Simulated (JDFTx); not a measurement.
# CoO (Fm-3m) in JDFTx: reference runs

Aim: a first look at CoO with PBEsol, on the cell as given and on a disturbed one, then over a range of volumes.

Program: JDFTx 1.7.0 (patched build). These are calculated values, not measurements. Logs are shortened: lines on timing, memory, paths and dates and some standing lists are left out, and cuts for length are marked. The log counts tension as positive stress, the text compression.

### Step 1. Starting point

It takes space group Fm-3m (No. 225, cubic). Conventional cell: a = 4.263 Å, b = 4.263 Å, c = 4.263 Å, α = 90.00°, β = 90.00°, γ = 90.00°. Around Co (site symmetry m-3m) lie 6 O at 2.13 Å. Around O (site symmetry m-3m) lie 6 Co at 2.13 Å.

### Step 2. Equation of state, PBEsol, collinear spin, ferromagnetic start, 9.10 Å³/atom (volume scaled by 0.94)

Contents of CoO.in:

```
lattice \
    0.0000000000     3.9457250760     3.9457250760 \
    3.9457250760     0.0000000000     3.9457250760 \
    3.9457250760     3.9457250760     0.0000000000
coords-type Lattice
ion Co     0.0000000000     0.0000000000     0.0000000000 1
ion O      0.5000000000     0.5000000000     0.5000000000 1

ion-species pseudo/Co.upf
ion-species pseudo/O.upf
elec-cutoff 48 384
elec-ex-corr gga-PBEsol
kpoint-folding 11 11 11
elec-smearing Fermi 0.0018374661
elec-n-bands 19
spintype z-spin
initial-magnetic-moments Co 2
elec-initial-magnetization 2 no
electronic-SCF nIterations 100 energyDiffThreshold 1e-09
electronic-minimize nIterations 30 energyDiffThreshold 1e-7
forces-output-coords Cartesian

dump-name run.$VAR
dump End Ecomponents EigStats BandEigs Kpoints Forces Stress
```

Potentials or basis: PseudoDojo-SR-PBEsol-0.4.1-standard with smoothed tails.

Command:

```sh
jdftx -c 1 -i CoO.in -o CoO.out
```

Output:

```text
*************** JDFTx 1.7.0 (patched build) ***************

[... 9 lines left out ...]
---------- Initializing the Grid ----------
R =
[            0      3.94573      3.94573  ]
[      3.94573            0      3.94573  ]
[      3.94573      3.94573            0  ]
unit cell volume = 122.86
G =
[  -0.796202   0.796202   0.796202  ]
[   0.796202  -0.796202   0.796202  ]
[   0.796202   0.796202  -0.796202  ]
Minimum fftbox size, Smin = [  52  52  52  ]
Chosen fftbox size, S = [  54  54  54  ]

---------- Initializing tighter grid for wavefunction operations ----------
R =
[            0      3.94573      3.94573  ]
[      3.94573            0      3.94573  ]
[      3.94573      3.94573            0  ]
unit cell volume = 122.86
G =
[  -0.796202   0.796202   0.796202  ]
[   0.796202  -0.796202   0.796202  ]
[   0.796202   0.796202  -0.796202  ]
Minimum fftbox size, Smin = [  36  36  36  ]
Chosen fftbox size, S = [  36  36  36  ]

---------- Exchange Correlation functional ----------
Initalized PBEsol GGA exchange.
Initalized PBEsol GGA correlation.

---------- Setting up pseudopotentials ----------
Width of ionic core gaussian charges (only for fluid interactions / plotting) set to 0

Reading pseudopotential file 'pseudo/Co.upf':
  'Co' pseudopotential, 'PBESOL' functional
  Generated using ONCVPSP code by D. R. Hamann
  17 valence electrons, 4 orbitals, 6 projectors, 1001 radial grid points, with lMax = 2
    3S    l: 0   occupation:  2.0   eigenvalue: -3.753490
    3P    l: 1   occupation:  6.0   eigenvalue: -2.407467
    3D    l: 2   occupation:  7.0   eigenvalue: -0.302441
    4S    l: 0   occupation:  2.0   eigenvalue: -0.201732
  Core radius for overlap checks: 1.60 bohrs.

Reading pseudopotential file 'pseudo/O.upf':
  'O' pseudopotential, 'PBESOL' functional
  Generated using ONCVPSP code by D. R. Hamann
  6 valence electrons, 2 orbitals, 5 projectors, 936 radial grid points, with lMax = 2
    2S    l: 0   occupation:  2.0   eigenvalue: -0.874950
    2P    l: 1   occupation:  4.0   eigenvalue: -0.329796
  Core radius for overlap checks: 1.39 bohrs.

Initialized 2 species with 2 total atoms.

Folded 1 k-points by 11x11x11 to 1331 k-points.

---------- Setting up k-points, bands, fillings ----------
Reduced to 56 k-points under symmetry.
Computing the number of bands and number of electrons
Calculating initial fillings.
nElectrons:  23.000000   nBands: 19   nStates: 112

----- Setting up reduced wavefunction bases (one per k-point) -----
average nbasis = 1951.380 , ideal nbasis = 1951.490

---------- Setting up ewald sum ----------
Optimum gaussian width for ewald sums = 1.792080 bohr.
Real space sum over 1331 unit cells with max indices [  5  5  5  ]
Reciprocal space sum over 2197 terms with max indices [  6  6  6  ]

---------- Allocating electronic variables ----------
Initializing wave functions:  linear combination of atomic orbitals
Note: number of bands (19) exceeds available atomic orbitals (14)
Co (M=2) pseudo-atom majority spin occupations:   s ( 1 0.5 )  p ( 3 )  d ( 5 )
Co (M=2) pseudo-atom minority spin occupations:   s ( 1 0 )  p ( 3 )  d ( 3.5 )
O pseudo-atom occupations:   s ( 2 )  p ( 4 )
	FillingsUpdate:  mu: +1.198943793  nElectrons: 23.000000  magneticMoment: [ Abs: 0.14730  Tot: +0.14643 ]
LCAOMinimize: Iter:   0  F: -149.7576996313608220  |grad|_K:  1.935e-02  alpha:  1.000e+00
	FillingsUpdate:  mu: +1.158443456  nElectrons: 23.000000  magneticMoment: [ Abs: 0.13329  Tot: +0.13329 ]
LCAOMinimize: Iter:   1  F: -155.0953631609644674  |grad|_K:  1.578e-02  alpha:  3.193e-01  linmin: -1.874e-01  cgtest:  5.163e-01
	FillingsUpdate:  mu: +0.612654816  nElectrons: 23.000000  magneticMoment: [ Abs: 2.01588  Tot: +2.01588 ]
[... 27 lines of inner loops ...]
LCAOMinimize: Iter:  12  F: -158.3367066581045322  |grad|_K:  5.440e-06  alpha:  2.761e-01  linmin: -9.022e-06  cgtest: -5.280e-04
	FillingsUpdate:  mu: +0.578798233  nElectrons: 23.000000  magneticMoment: [ Abs: 2.87179  Tot: +2.86246 ]
LCAOMinimize: Iter:  13  F: -158.3367071393978165  |grad|_K:  1.190e-06  alpha:  8.051e-01  linmin:  1.234e-03  cgtest: -5.125e-03
LCAOMinimize: Converged (|Delta F|<1.000000e-06 for 2 iters).

-------- Electronic minimization -----------
Will mix electronic density at each iteration.
	FillingsUpdate:  mu: +0.578798233  nElectrons: 23.000000  magneticMoment: [ Abs: 2.87179  Tot: +2.86246 ]
	FillingsUpdate:  mu: +0.576889726  nElectrons: 23.000000  magneticMoment: [ Abs: 2.87179  Tot: +2.86246 ]
SCF: Cycle:  0   F: -158.359941459262870   dF: -2.323e-02   |Residual|: 7.416e-02   |deigs|: 7.436e-02
	FillingsUpdate:  mu: +0.560796392  nElectrons: 23.000000  magneticMoment: [ Abs: 2.87489  Tot: +2.85992 ]
SCF: Cycle:  1   F: -158.362466206398693   dF: -2.525e-03   |Residual|: 1.896e-02   |deigs|: 1.650e-02
	FillingsUpdate:  mu: +0.562222001  nElectrons: 23.000000  magneticMoment: [ Abs: 2.85378  Tot: +2.83837 ]
SCF: Cycle:  2   F: -158.362568126282156   dF: -1.019e-04   |Residual|: 1.741e-02   |deigs|: 2.553e-03
	FillingsUpdate:  mu: +0.561537968  nElectrons: 23.000000  magneticMoment: [ Abs: 2.87518  Tot: +2.86027 ]
SCF: Cycle:  3   F: -158.362692294688770   dF: -1.242e-04   |Residual|: 5.233e-03   |deigs|: 1.084e-03
	FillingsUpdate:  mu: +0.561946869  nElectrons: 23.000000  magneticMoment: [ Abs: 2.88783  Tot: +2.87075 ]
SCF: Cycle:  4   F: -158.362697097280801   dF: -4.803e-06   |Residual|: 1.696e-03   |deigs|: 3.980e-04
	FillingsUpdate:  mu: +0.561948960  nElectrons: 23.000000  magneticMoment: [ Abs: 2.88848  Tot: +2.87137 ]
SCF: Cycle:  5   F: -158.362697099264579   dF: -1.984e-09   |Residual|: 1.001e-03   |deigs|: 1.358e-04
	FillingsUpdate:  mu: +0.561955992  nElectrons: 23.000000  magneticMoment: [ Abs: 2.88559  Tot: +2.86881 ]
SCF: Cycle:  6   F: -158.362697360593870   dF: -2.613e-07   |Residual|: 3.234e-04   |deigs|: 1.759e-03
	FillingsUpdate:  mu: +0.562004810  nElectrons: 23.000000  magneticMoment: [ Abs: 2.88499  Tot: +2.86819 ]
SCF: Cycle:  7   F: -158.362697386148596   dF: -2.555e-08   |Residual|: 1.148e-04   |deigs|: 7.734e-04
	FillingsUpdate:  mu: +0.561992061  nElectrons: 23.000000  magneticMoment: [ Abs: 2.88522  Tot: +2.86843 ]
SCF: Cycle:  8   F: -158.362697391458170   dF: -5.310e-09   |Residual|: 5.426e-05   |deigs|: 1.701e-04
	FillingsUpdate:  mu: +0.561989906  nElectrons: 23.000000  magneticMoment: [ Abs: 2.88514  Tot: +2.86836 ]
SCF: Cycle:  9   F: -158.362697391957994   dF: -4.998e-10   |Residual|: 1.666e-05   |deigs|: 8.917e-05
	FillingsUpdate:  mu: +0.561991706  nElectrons: 23.000000  magneticMoment: [ Abs: 2.88511  Tot: +2.86833 ]
SCF: Cycle: 10   F: -158.362697392080150   dF: -1.222e-10   |Residual|: 3.469e-06   |deigs|: 6.014e-05
SCF: Converged (|Delta E|<1.000000e-09 for 2 iters).

Setting wave functions to eigenvectors of Hamiltonian

# Stress tensor in Cartesian coordinates [Eh/a0^3]:
[  2.16601e-05            0            0  ]
[            0  2.16601e-05            0  ]
[            0            0  2.16601e-05  ]

# Ionic positions in lattice coordinates:
ion Co   0.000000000000000   0.000000000000000   0.000000000000000 1
ion O   0.500000000000000   0.500000000000000   0.500000000000000 1

# Forces in Cartesian coordinates:
force Co  -0.000000000000000   0.000000000000000   0.000000000000000 1
force O  -0.000000000000000  -0.000000000000000   0.000000000000000 1

# Energy components:
   Eewald =     -108.4962617524653581
       EH =       44.2803607723570209
     Eloc =     -130.4710361338959501
      Enl =      -21.8379238306390135
      Exc =      -31.9704072467868734
 Exc_core =       10.9079079821543878
       KE =       79.2257966192923959
-------------------------------------
     Etot =     -158.3615635899833762
       TS =        0.0011338020967673
-------------------------------------
        F =     -158.3626973920801504

IonicMinimize: Iter:   0  F: -158.362697392080150  |grad|_K:  1.207e-41
IonicMinimize: Converged (|grad|_K<1.000000e-04).

#--- Lowdin population analysis ---
# oxidation-state Co +1.087
# magnetic-moments Co +2.483
# oxidation-state O -0.961
# magnetic-moments O +0.392

Dumping 'run.eigStats' ...
	eMin: -2.981757 at state 0 ( [ +0.000000 +0.000000 +0.000000 ] spin 1 )
	HOMO: +0.561561 at state 83 ( [ +0.000000 +0.272727 -0.454545 ] spin -1 )
	mu  : +0.561992
	LUMO: +0.562071 at state 101 ( [ +0.090909 +0.272727 -0.181818 ] spin -1 )
	eMax: +1.643933 at state 86 ( [ +0.000000 +0.363636 +0.363636 ] spin -1 )
	HOMO-LUMO gap: +0.000510
	Optical gap  : +0.000676 at state 101 ( [ +0.090909 +0.272727 -0.181818 ] spin -1 )
Done!
```

It took 82 s on 1 thread of AMD EPYC 9R45 (Zen 5), shared host; peak memory 0.22 GiB.

Results:

- Free energy: -4309.2685 eV
- Pressure: -0.6 GPa
- Band gap on the k mesh: none (metal or under the smearing width)
- Net moment: 2.87 μB per cell
- Absolute moment: 2.89 μB per cell
- Site moments: Co +2.48; O +0.39 μB
- Loewdin charges: Co +1.09; O -0.96 e

Caveat: a cell with one magnetic atom can't hold antiferromagnetic order, which such compounds often take; semilocal functionals often make such compounds metallic where correlation or magnetic order opens a gap, which also shifts bond lengths.

### Step 3. Equation of state, PBEsol, collinear spin, ferromagnetic start, 9.30 Å³/atom (volume scaled by 0.96)

Changes to CoO.in since step 2:

```diff
@@ -1,5 +1,5 @@
 lattice \
-    0.0000000000     3.9457250760     3.9457250760 \
-    3.9457250760     0.0000000000     3.9457250760 \
-    3.9457250760     3.9457250760     0.0000000000
+    0.0000000000     3.9735127879     3.9735127879 \
+    3.9735127879     0.0000000000     3.9735127879 \
+    3.9735127879     3.9735127879     0.0000000000
 coords-type Lattice
```

Potentials or basis: PseudoDojo-SR-PBEsol-0.4.1-standard with smoothed tails.

Command:

```sh
jdftx -c 1 -i CoO.in -o CoO.out
```

It took 89 s on 1 thread of AMD EPYC 9R45 (Zen 5), shared host; peak memory 0.23 GiB.

The run converged. Its results:

```yaml
Free_energy: -4309.2626 eV
Pressure: -4.4 GPa
Band_gap_on_the_k_mesh: none (metal or under the smearing width)
Net_moment: 2.92 μB per cell
Absolute_moment: 2.94 μB per cell
Site_moments: Co +2.52; O +0.41 μB
Loewdin_charges: Co +1.09; O -0.97 e
```

Caveat: a cell with one magnetic atom can't hold antiferromagnetic order, which such compounds often take; semilocal functionals often make such compounds metallic where correlation or magnetic order opens a gap, which also shifts bond lengths.

### Step 4. Equation of state, PBEsol, collinear spin, ferromagnetic start, 9.49 Å³/atom (volume scaled by 0.98)

Changes to CoO.in since step 3:

```diff
@@ -1,5 +1,5 @@
 lattice \
-    0.0000000000     3.9735127879     3.9735127879 \
-    3.9735127879     0.0000000000     3.9735127879 \
-    3.9735127879     3.9735127879     0.0000000000
+    0.0000000000     4.0009171903     4.0009171903 \
+    4.0009171903     0.0000000000     4.0009171903 \
+    4.0009171903     4.0009171903     0.0000000000
 coords-type Lattice
```

Command:

```sh
jdftx -c 1 -i CoO.in -o CoO.out
```

Run time: 88 s. Hardware: 1 thread of AMD EPYC 9R45 (Zen 5), shared host; peak memory 0.23 GiB.

The run converged. Its results:

```
Free energy            : -4309.2479 eV
Pressure               : -7.8 GPa
Band gap on the k mesh : none (metal or under the smearing width)
Net moment             : 2.96 μB per cell
Absolute moment        : 2.98 μB per cell
Site moments           : Co +2.56; O +0.41 μB
Loewdin charges        : Co +1.10; O -0.97 e
```

Caveat: a cell with one magnetic atom can't hold antiferromagnetic order, which such compounds often take; semilocal functionals often make such compounds metallic where correlation or magnetic order opens a gap, which also shifts bond lengths.

### Step 5. Equation of state, PBEsol, collinear spin, ferromagnetic start, 9.68 Å³/atom

Changes to CoO.in since step 4:

```diff
@@ -1,5 +1,5 @@
 lattice \
-    0.0000000000     4.0009171903     4.0009171903 \
-    4.0009171903     0.0000000000     4.0009171903 \
-    4.0009171903     4.0009171903     0.0000000000
+    0.0000000000     4.0279512346     4.0279512346 \
+    4.0279512346     0.0000000000     4.0279512346 \
+    4.0279512346     4.0279512346     0.0000000000
 coords-type Lattice
```

Command:

```sh
jdftx -c 1 -i CoO.in -o CoO.out
```

Wall time 93 s (1 thread of AMD EPYC 9R45 (Zen 5), shared host); peak memory 0.24 GiB.

Results (log left out):

```
Free energy            : -4309.2251 eV
Pressure               : -11.1 GPa
Band gap on the k mesh : none (metal or under the smearing width)
Net moment             : 2.98 μB per cell
Absolute moment        : 3.00 μB per cell
Site moments           : Co +2.57; O +0.42 μB
Loewdin charges        : Co +1.10; O -0.98 e
```

Caveat: a cell with one magnetic atom can't hold antiferromagnetic order, which such compounds often take; semilocal functionals often make such compounds metallic where correlation or magnetic order opens a gap, which also shifts bond lengths.

### Step 6. Equation of state, PBEsol, collinear spin, ferromagnetic start, 9.88 Å³/atom (volume scaled by 1.02)

Changes to CoO.in since step 5:

```diff
@@ -1,5 +1,5 @@
 lattice \
-    0.0000000000     4.0279512346     4.0279512346 \
-    4.0279512346     0.0000000000     4.0279512346 \
-    4.0279512346     4.0279512346     0.0000000000
+    0.0000000000     4.0546271857     4.0546271857 \
+    4.0546271857     0.0000000000     4.0546271857 \
+    4.0546271857     4.0546271857     0.0000000000
 coords-type Lattice
```

Potentials or basis: PseudoDojo-SR-PBEsol-0.4.1-standard with smoothed tails.

Command:

```sh
jdftx -c 1 -i CoO.in -o CoO.out
```

Wall time 1.8 min (1 thread of AMD EPYC 9R45 (Zen 5), shared host); peak memory 0.24 GiB.

It converged, with:

* Free energy: -4309.1947 eV
* Pressure: -14.1 GPa
* Band gap on the k mesh: none (metal or under the smearing width)
* Net moment: 2.99 μB per cell
* Absolute moment: 3.01 μB per cell
* Site moments: Co +2.58; O +0.42 μB
* Loewdin charges: Co +1.11; O -0.98 e

Caveat: a cell with one magnetic atom can't hold antiferromagnetic order, which such compounds often take; semilocal functionals often make such compounds metallic where correlation or magnetic order opens a gap, which also shifts bond lengths.

### Step 7. Equation of state, PBEsol, collinear spin, ferromagnetic start, 10.07 Å³/atom (volume scaled by 1.04)

Changes to CoO.in since step 6:

```diff
@@ -1,5 +1,5 @@
 lattice \
-    0.0000000000     4.0546271857     4.0546271857 \
-    4.0546271857     0.0000000000     4.0546271857 \
-    4.0546271857     4.0546271857     0.0000000000
+    0.0000000000     4.0809566714     4.0809566714 \
+    4.0809566714     0.0000000000     4.0809566714 \
+    4.0809566714     4.0809566714     0.0000000000
 coords-type Lattice
```

Command:

```sh
jdftx -c 1 -i CoO.in -o CoO.out
```

It took 1.8 min on 1 thread of AMD EPYC 9R45 (Zen 5), shared host; peak memory 0.24 GiB.

The run converged. Its results:

- Free energy: -4309.1573 eV
- Pressure: -16.8 GPa
- Band gap on the k mesh: none (metal or under the smearing width)
- Net moment: 3.00 μB per cell
- Absolute moment: 3.02 μB per cell
- Site moments: Co +2.59; O +0.41 μB
- Loewdin charges: Co +1.11; O -0.98 e

Caveat: a cell with one magnetic atom can't hold antiferromagnetic order, which such compounds often take; semilocal functionals often make such compounds metallic where correlation or magnetic order opens a gap, which also shifts bond lengths.

### Step 8. Equation of state, PBEsol, collinear spin, ferromagnetic start, 10.27 Å³/atom (volume scaled by 1.06)

Changes to CoO.in since step 7:

```diff
@@ -1,5 +1,5 @@
 lattice \
-    0.0000000000     4.0809566714     4.0809566714 \
-    4.0809566714     0.0000000000     4.0809566714 \
-    4.0809566714     4.0809566714     0.0000000000
+    0.0000000000     4.1069507269     4.1069507269 \
+    4.1069507269     0.0000000000     4.1069507269 \
+    4.1069507269     4.1069507269     0.0000000000
 coords-type Lattice
```

Command:

```sh
jdftx -c 1 -i CoO.in -o CoO.out
```

It took 2.1 min on 1 thread of AMD EPYC 9R45 (Zen 5), shared host; peak memory 0.25 GiB.

The run converged. Its results:

```
Free energy            : -4309.1137 eV
Pressure               : -19.3 GPa
Band gap on the k mesh : none (metal or under the smearing width)
Net moment             : 3.00 μB per cell
Absolute moment        : 3.02 μB per cell
Site moments           : Co +2.59; O +0.41 μB
Loewdin charges        : Co +1.11; O -0.98 e
```

Caveat: a cell with one magnetic atom can't hold antiferromagnetic order, which such compounds often take; semilocal functionals often make such compounds metallic where correlation or magnetic order opens a gap, which also shifts bond lengths.

### Step 9. Equation of state, PBEsol, collinear spin, ferromagnetic start

Potentials or basis: PseudoDojo-SR-PBEsol-0.4.1-standard with smoothed tails.

This step only gathers the single runs of the series.

Results:

```
Equilibrium volume : 9.08 Å³/atom (rough: see the caveat)
Bulk modulus       : 187 GPa (rough)
```

Energy against volume, from the lowest point:
```csv
volume (Å³/atom),energy (meV/atom)
9.103,0.00
9.297,2.98
9.490,10.31
9.684,21.72
9.878,36.92
10.071,55.60
10.265,77.39
```

Caveat: the minimum lies outside the volumes run; the fit is doubtful: noisy points or a state that changes with volume.

[end of part 1 of 2]
